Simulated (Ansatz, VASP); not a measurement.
## Pb: VASP beside Ansatz

```
Pb
1.0
     2.53380    0.00000    0.00000
    -1.26690    2.19434    0.00000
     0.00000    0.00000    2.38158
Pb
1
Direct
  0.00000 0.00000 0.00000
```

Change from the starting cell: volume scaled by 0.4, LAPW.

Alike in both runs: task single point; functional PBE; k mesh 13 × 13 × 12; occupations fermi-dirac, width 0.1 eV; no spin polarisation.

|  | VASP | Ansatz |
| --- | --- | --- |
| version | VASP 6.6.1 | Ansatz 0.2.0 |
| potentials or method | VASP PAW PBE potentials, release 64 (Pb_d), cutoff 520 eV | all-electron LAPW, scalar-relativistic |

VASP gave:

* pressure (GPa): 330.4
* largest component of the traceless stress (GPa): 0.07

Problem. Which values does Ansatz return?

Solution. Pressure (GPa): 329.9; largest component of the traceless stress (GPa): 0.04.

Ansatz ran all-electron here, so the differences hold the error of VASP's frozen core and of both bases.

Caveats: the cell as given lies far from equilibrium; so large a pressure means that the cell lies far from this level's equilibrium, or that cutoff or potentials fall short (VASP). The runs have no spin-orbit coupling, so splittings on Pb are missing.
